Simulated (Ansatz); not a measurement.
Input and output of a relaxation of cell and atoms on HgTe built on the h-MgO prototype (Ansatz, LDA). It starts from the PBE minimum.

```yaml
crystal:
  lattice:
    - [4.8768327529, 0.0, 0.0]
    - [-2.4384163765, 4.223461054, 0.0]
    - [0.0, 0.0, 7.2980013073]
  atoms:
    - { symbol: Hg, position: [0.3333333333, 0.6666666667, 0.25] }
    - { symbol: Hg, position: [0.6666666667, 0.3333333333, 0.75] }
    - { symbol: Te, position: [0.6666666667, 0.3333333333, 0.25] }
    - { symbol: Te, position: [0.3333333333, 0.6666666667, 0.75] }
kpoints:
  mp_grid: { grid: [6, 6, 4] }
hamiltonian:
  xc: lda
scf:
  occupations: { method: fermi_dirac, width: 0.02 }
relax:
  f_tol: 0.005
  cell: {}
```

Some lines of the output have been replaced by numbered gaps.
```
Functional definition: SPW92
Crystal: 4 atoms, lattice volume = 150.318 Å³
[1]
Bands: 44, of which v1, the nominal top of the filled ones, is band 36 counted from 1 (35 counted from 0)
Symmetry: 24 space group operations
Space group: P63/mmc (ITA 194)
[2]
relax step 1: F+E_penalty+E_count = -40698.92568967 eV  P = -3.496 GPa  Ω = 150.318 Å³
--- Relaxed structure (11 steps of the walk, 9 accepted, 1 SCFs on fresh bases) ---
[3]
```

Problem. Give the withheld lines. They hold the relaxed structure, cutoff and plane waves at Γ, the count of irreducible k points.

Solution.
```
[1]
Basis set: ecut = 420 eV, 2971 PW (Γ)
[2]
k-points: 21 of 144
[3]
  F+E_penalty+E_count = -40699.16761788 eV
  cell:  # Å, volume = 127.3359 Å³
    - [4.928642, 0.000000, 0.000000]
    - [-2.464321, 4.268329, 0.000000]
    - [0.000000, 0.000000, 6.052931]
  atoms:
    - { symbol: Hg, position: [0.333333, 0.666667, 0.250000] }
    - { symbol: Hg, position: [0.666667, 0.333333, 0.750000] }
    - { symbol: Te, position: [0.666667, 0.333333, 0.250000] }
    - { symbol: Te, position: [0.333333, 0.666667, 0.750000] }
```
Only the leading digits can be foreseen; the rest is this run's record.

Note: simulated data, non-magnetic, for a generated structure that need not be the stable one.

Spin-orbit coupling is left out, which matters wherever the heavy atoms make up the band edges.
